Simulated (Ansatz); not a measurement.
The calculation used DFT, m-r2SCAN, plane waves (500 eV) with PAW, scalar-relativistic (Ansatz). The PAW files were generated under PBE, with cores re-solved for the functional.

An element in the fcc structure gives this curve. The cell is scaled uniformly from the relaxed one, with fractional coordinates and shape fixed. Energies are extrapolated to zero smearing, pressures are those at the given smearing. Magnetic state: ferromagnetic.

```csv
V (Å³/atom),E − E₀ (meV/atom),P (GPa),sphere moment (μB)
9.234,138.5,40.44,1.54
9.654,55.1,23.61,1.59
10.074,11.7,10.14,1.63
10.493,-0.2,-0.55,1.66
10.913,13.0,-8.77,1.70
11.333,44.6,-15.08,1.76
11.753,91.1,-20.25,1.79
```

**Question.** Which element is it?
A. cobalt
B. rhodium
C. palladium
D. copper

**Answer.** A. Its fit is V₀ = 10.47 Å³/atom, B₀ = 236 GPa, B₀′ = 5.3.

m-r²SCAN is r²SCAN on the gauge-invariant kinetic-energy density; without spin polarisation the two are equal.
